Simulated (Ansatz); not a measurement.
The system is CdS.

```
Cd S
1.0
     4.26117    0.00000    0.00000
    -2.13058    3.69028    0.00000
     0.00000    0.00000    5.80417
Cd S
1 1
Direct
  0.00000 0.00000 0.44269
  0.66667 0.33333 0.43431
```

Measurements of this composition are mostly on another form, of space group No. 186.

- Program: Ansatz 0.2.0
- Task: relaxation of cell and atoms
- Functional: revPBE
- Potentials or basis: Ansatz PAW
- Cutoff: 420 eV (not typed: the program's choice for these potentials)
- k mesh: 7 × 7 × 5
- Occupations: fermi-dirac, width 0.05 eV
- Spin: no spin polarisation

At the start: volume 45.64 Å³/atom.

**Question.** Where does the relaxation end?

**Answer.** It ends after 8 steps and the volume is 50.58 Å³/atom (+10.8 %); space group P-6m2 (No. 187, to 0.05 Å).

The path:
```tsv
step	energy change (eV)	largest force (eV/Å)	volume (Å³)
1	0.0000	0.0003	91.27
2	-0.0020	0.0028	92.35
3	-0.0022	0.0034	92.89
4	-0.0032	0.0015	95.17
5	-0.0041	0.0035	99.72
6	-0.0039	0.0050	102.06
7	-0.0041	0.0026	101.16
8	-0.0052	0.0026	101.16
```

Final structure:
```
Cd S
1.0
     4.28504    0.00000    0.00000
    -2.14252    3.71095    0.00000
     0.00000    0.00000    6.36147
Cd S
1 1
Direct
  0.00000 0.00000 0.43655
  0.66667 0.33333 0.44045
```

Caveat: the plane-wave basis is chosen anew once the cell has moved, so the energies of steps on either side of that aren't comparable; the PAW data sets come from PBE, with cores solved anew for the run's functional, which leaves a small shift of forces and pressure.
